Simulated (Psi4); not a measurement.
# CH4N2O (urea): HF/STO-3G

What is the vertical electron affinity of CH4N2O (urea) at HF/STO-3G? Input form: a Python script.

The results are computed with Psi4 1.11.

1 further run of the same task is left out (set aside as unsound or not needed).

## 1. The system as given

CH4N2O: 8 atoms, total charge 0, spin state singlet. SMILES: `NC(N)=O`. The shape is that of a PBE0-D4/def2-TZVP optimisation. This is one conformer, not always the lowest.

Bond lengths: N1–C2 1.376 Å, C2–N3 1.376 Å, C2–O4 1.211 Å, N1–H5 1.006 Å, N1–H6 1.006 Å, N3–H7 1.006 Å, N3–H8 1.006 Å. Angles: N1–C2–N3 114.1°, N1–C2–O4 122.9°, N3–C2–O4 122.9°, C2–N1–H5 113.4°, C2–N1–H6 118.4°, C2–N3–H7 113.4°, C2–N3–H8 118.4°, H5–N1–H6 115.2°, H7–N3–H8 115.2°.

## 2. Energy and forces at HF/STO-3G

Contents of ch4n2o.py:

```python
import psi4

psi4.set_memory(1600000000)
psi4.set_num_threads(1)
psi4.set_output_file('ch4n2o.out', False)

mol = psi4.geometry("""
0 1
N
C 1 1.376449
N 2 1.376411 1 114.10426
O 2 1.211364 3 122.94873 1 -179.99155
H 1 1.005991 2 113.40301 4 12.44233
H 1 1.006 5 115.17222 2 -140.82708
H 3 1.005984 2 113.40628 4 12.45786
H 3 1.006001 7 115.17733 2 -140.83495
units angstrom
symmetry c1
no_reorient
no_com
""")

psi4.set_options(dict(basis='STO-3G', puream=True, e_convergence=1e-09, d_convergence=1e-08, scf_type='pk'))

energy_value, wavefunction = psi4.gradient("scf", return_wfn=True)
print('gradient / Eh bohr^-1')
print(energy_value.np.round(6))
print(f'energy = {wavefunction.energy():.10f} Eh')
```

Launch:

```sh
$ python ch4n2o.py
```

ch4n2o.out:

```text
[...]
  Running in c1 symmetry.
[...]
  Nuclear repulsion =  124.277198407269921
[...]
  Multiplicity = 1
[...]
  Nalpha       = 16
  Nbeta        = 16
[...]
    Number of basis functions: 24
[...]
   @RHF iter   1:  -220.86104203703090   -2.11466e+00   1.92039e-02 ADIIS/DIIS
[...]
   @RHF iter  12:  -221.01817846712041   -7.67386e-13   3.92786e-09 DIIS
[...]
    Orbital Energies [Eh]
    ---------------------
    Doubly Occupied:
       1A    -20.195182     2A    -15.342195     3A    -15.342167
       4A    -11.181072     5A     -1.323292     6A     -1.157192
       7A     -1.106516     8A     -0.749434     9A     -0.667846
      10A     -0.654458    11A     -0.564115    12A     -0.536999
      13A     -0.487017    14A     -0.356234    15A     -0.325766
      16A     -0.295978
[...]
  @RHF Final Energy:  -221.01817846712041
   => Energetics <=
    Nuclear Repulsion Energy =            124.2771984072699212
    One-Electron Energy =                -550.0198273175693657
    Two-Electron Energy =                 204.7244504431790517
    Total Energy =                       -221.0181784671204070
[...]
 Multipole Moments:
 ------------------------------------------------------------------------------------
     Multipole            Electronic (a.u.)      Nuclear  (a.u.)        Total (a.u.)
 ------------------------------------------------------------------------------------
 L = 1.  Multiply by 2.5417464519 to convert [e a0] to [Debye]
 Dipole X            :         -0.0000125           -0.0000151           -0.0000276
 Dipole Y            :          1.7868191           -2.6579567           -0.8711376
 Dipole Z            :          1.1582328           -1.7227115           -0.5644787
 Magnitude           :                                                    1.0380351
[...]
  -Total Gradient:
     Atom            X                  Y                   Z
    ------   -----------------  -----------------  -----------------
       1        0.015767493670     0.002332847568     0.039623601406
       2       -0.000026538242    -0.027592566183    -0.017850948986
       3       -0.015749335599     0.037145260535    -0.014047233713
       4        0.000008366848    -0.024884658981    -0.016129149667
       5       -0.005575835146    -0.011318701409     0.009232679396
       6       -0.008951970537     0.009993503627     0.007044151808
       7        0.005577473945     0.003810127999    -0.014107548089
       8        0.008950345060     0.010514186845     0.006234447845
[...]
```

Standard output:

```text
gradient / Eh bohr^-1
[[ 1.5767e-02  2.3330e-03  3.9624e-02]
 [-2.7000e-05 -2.7593e-02 -1.7851e-02]
 [-1.5749e-02  3.7145e-02 -1.4047e-02]
 [ 8.0000e-06 -2.4885e-02 -1.6129e-02]
 [-5.5760e-03 -1.1319e-02  9.2330e-03]
 [-8.9520e-03  9.9940e-03  7.0440e-03]
 [ 5.5770e-03  3.8100e-03 -1.4108e-02]
 [ 8.9500e-03  1.0514e-02  6.2340e-03]]
energy = -221.0181784671 Eh
```

Run time: 1.3 s. Hardware: 1 thread of Intel Xeon 6975P-C (Granite Rapids), shared host; peak memory 0.18 GiB.

## 3. The doublet anion

Contents of calc.py:

```python
import psi4

psi4.set_memory(1600000000)
psi4.set_num_threads(1)
psi4.set_output_file('psi4.out', False)

m = psi4.geometry("""
-1 2
N     -0.091180     1.153200    -0.236100
C     -0.242410    -0.206120    -0.390990
N      0.326430    -0.953280     0.615330
O     -0.825140    -0.701360    -1.330440
H     -0.670530     1.692970    -0.856600
H     -0.003880     1.521090     0.696140
H      0.387130    -1.933960     0.399490
H      1.119580    -0.572540     1.103170
symmetry c1
""")

options = {'basis': 'STO-3G', 'reference': 'uhf', 'puream': True, 'e_convergence': 1e-09, 'd_convergence': 1e-08, 'scf_type': 'pk', 'maxiter': 100}
psi4.set_options(options)

E, wfn = psi4.gradient('hf', return_wfn=True)
psi4.oeprop(wfn, 'QUADRUPOLE', 'MAYER_INDICES', 'DIPOLE')
print('gradient / Eh bohr^-1')
print(E.np.round(6))
print(f'energy = {wfn.energy():.10f} Eh')
```

Launch:

```sh
$ python calc.py
```

psi4.out:

```text
[...]
  Running in c1 symmetry.
[...]
  Nuclear repulsion =  124.277189550444405
[...]
  Multiplicity = 2
[...]
  Nalpha       = 17
  Nbeta        = 16
[...]
    Number of basis functions: 24
[...]
   @UHF iter   1:  -220.55452768376313   -1.80814e+00   1.64360e-02 ADIIS/DIIS
[...]
   @UHF iter  14:  -220.69800219850731   -4.54747e-13   5.70789e-09 DIIS
[...]
   @S^2 Observed:                7.543853042E-01
[...]
    Orbital Energies [Eh]
    ---------------------
    Alpha Occupied:
       1A    -19.688828     2A    -15.011229     3A    -15.011198
       4A    -10.658597     5A     -0.945506     6A     -0.820019
       7A     -0.802151     8A     -0.440984     9A     -0.363148
      10A     -0.355405    11A     -0.253929    12A     -0.237735
      13A     -0.110899    14A     -0.071252    15A     -0.039667
      16A      0.063387    17A      0.285702
    Alpha Virtual:
      18A      0.855510    19A      0.918950    20A      0.964607
      21A      0.996709    22A      1.093946    23A      1.268256
      24A      1.474626
[...]
  @UHF Final Energy:  -220.69800219850731
   => Energetics <=
    Nuclear Repulsion Energy =            124.2771895504444046
    One-Electron Energy =                -561.1666112721666195
    Two-Electron Energy =                 216.1914195232149041
    Total Energy =                       -220.6980021985073108
  UHF NO Occupations:
  HONO-2 :   15  A 1.9996409
  HONO-1 :   16  A 1.9987681
[...]
  -Total Gradient:
     Atom            X                  Y                   Z
    ------   -----------------  -----------------  -----------------
       1       -0.067672032888    -0.109866448402    -0.000101341551
       2       -0.008387938614    -0.007141130314    -0.013439403164
       3       -0.006932529676     0.046475445843    -0.120221099126
       4        0.092699119624     0.078777291971     0.149426567385
       5        0.018602713516    -0.011223241789    -0.002675271249
       6        0.020792749702    -0.013950923087    -0.021501907050
       7       -0.016411958246     0.013092687590     0.006214985828
       8       -0.032690123419     0.003836318189     0.002297468926
[...]
 Multipole Moments:
 ------------------------------------------------------------------------------------
     Multipole            Electronic (a.u.)      Nuclear  (a.u.)        Total (a.u.)
 ------------------------------------------------------------------------------------
 L = 1.  Multiply by 2.5417464519 to convert [e a0] to [Debye]
 Dipole X            :         -1.0094528            1.5233502            0.5138974
 Dipole Y            :         -0.8582363            1.2950214            0.4367852
 Dipole Z            :         -1.6277874            2.4565811            0.8287937
 Magnitude           :                                                    1.0685368
 L = 2.  Multiply by 1.3450342976 to convert [e a0^2] to [Debye ang]
 Quadrupole XX       :        -44.4626364           26.8007533          -17.6618831
 Quadrupole XY       :          2.5153026           -4.7294925           -2.2141899
[...]
```

The script printed:

```text
gradient / Eh bohr^-1
[[-6.76720e-02 -1.09866e-01 -1.01000e-04]
 [-8.38800e-03 -7.14100e-03 -1.34390e-02]
 [-6.93300e-03  4.64750e-02 -1.20221e-01]
 [ 9.26990e-02  7.87770e-02  1.49427e-01]
 [ 1.86030e-02 -1.12230e-02 -2.67500e-03]
 [ 2.07930e-02 -1.39510e-02 -2.15020e-02]
 [-1.64120e-02  1.30930e-02  6.21500e-03]
 [-3.26900e-02  3.83600e-03  2.29700e-03]]
energy = -220.6980021985 Eh
```

Wall time 1.3 s (1 thread of Intel Xeon 6975P-C (Granite Rapids), shared host); peak memory 0.18 GiB.

## 4. What came out

Level: HF/STO-3G.

| quantity | value |
| --- | --- |
| singlet CH4N2O: total energy | -221.01818 Eh |
| singlet CH4N2O: dipole moment | 2.64 D |
| singlet CH4N2O: HOMO energy | -8.05 eV |
| singlet CH4N2O: LUMO energy | 9.74 eV |
| singlet CH4N2O: HOMO–LUMO gap | 17.79 eV |
| singlet CH4N2O: largest force on an atom | 2.197 eV/Å |
| doublet anion: total energy | -220.69800 Eh |
| doublet anion: HOMO energy (highest over α and β) | 7.77 eV |
| doublet anion: LUMO energy (lowest over α and β) | 22.15 eV |
| doublet anion: ⟨S²⟩ | 0.754 |
| doublet anion: largest force on an atom | 9.908 eV/Å |
| vertical electron affinity (to the doublet anion) | -8.712 eV |

The anion lies 8.71 eV (201 kcal/mol) above the neutral: the electron isn't bound at this level, and such a value depends on the basis. Without diffuse functions anions come out too high. Hartree–Fock misses the correlation that binds many anions. The largest force (singlet CH4N2O) is 2.20 eV/Å: the shape isn't a stationary point for this species at this level. In a minimal basis such a difference can be off by several eV, whatever the method. The HOMO (doublet anion) lies at positive energy, 7.77 eV: the electron is unbound at this level or held by a compact basis; values depend on the basis.
